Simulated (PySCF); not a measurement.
Indirect couplings

Bonds (- single, = double, # triple, : aromatic): C1-C2 1.522 Å, C2-C3 1.507 Å, C3=O4 1.200 Å, C3-O5 1.343 Å. C1 carries H6, H7, H8; C2 carries H9, H10; O5 carries H11.

Indirect spin–spin couplings were computed at B3LYP/pcJ-1 (without the spin–dipole term) (PySCF 2.14) on a GFN2-xTB structure, for the isolated molecule, without vibrational or relativistic corrections. Couplings are averaged over pairs made equivalent by symmetry, fast rotation or ring inversion, so a value needn't be that of the named pair in this geometry, while other rotamers aren't included; one pair stands for each set, and the list holds those of at least 0.8 Hz over up to four bonds, among pairs with at least one C or H atom (others weren't computed).

Isotopes: ¹³C, ¹H, ¹⁷O. Couplings to quadrupolar nuclei such as 17O and 33S are rarely resolved in practice.

```tsv
pair	bonds	J (Hz)
C1, C2	1	?
C1, H6	1	134.5
C2, C3	1	58.7
C2, H9	1	134.1
C3, O4	1	29.8
C3, O5	1	33.8
O5, H11	1	-77.7
C1, C3	2	-0.9
C1, H9	2	?
C2, O4	2	?
C2, O5	2	-19.8
C2, H6	2	-3.9
C3, H9	2	-7.2
C3, H11	2	?
H6, H7	2	-13.6
H9, H10	2	-19.4
C1, O4	3	?
C1, O5	3	-2.4
C2, H11	3	7.3
C3, H6	3	6.0
O4, H9	3	?
O4, H11	3	?
H6, H9	3	7.9
C1, H11	4	?
```

Q: Estimate the withheld couplings, with signs.

A: 
- ¹J(C1,C2) = 36.6 Hz (bond length 1.522 Å)
- ²J(C1,H9) = -3.2 Hz (angle at C2 111°)
- ²J(C2,O4) = -1.4 Hz (angle at C3 126°)
- ²J(C3,H11) = -5.4 Hz (angle at O5 110°)
- ³J(C1,O4) = -1.2 Hz (dihedral angle 0°)
- ³J(O4,H9) = -1.2 Hz (dihedral angle 122°)
- ³J(O4,H11) = 1.6 Hz (dihedral angle 0°)
- ⁴J(C1,H11) = 1.7 Hz
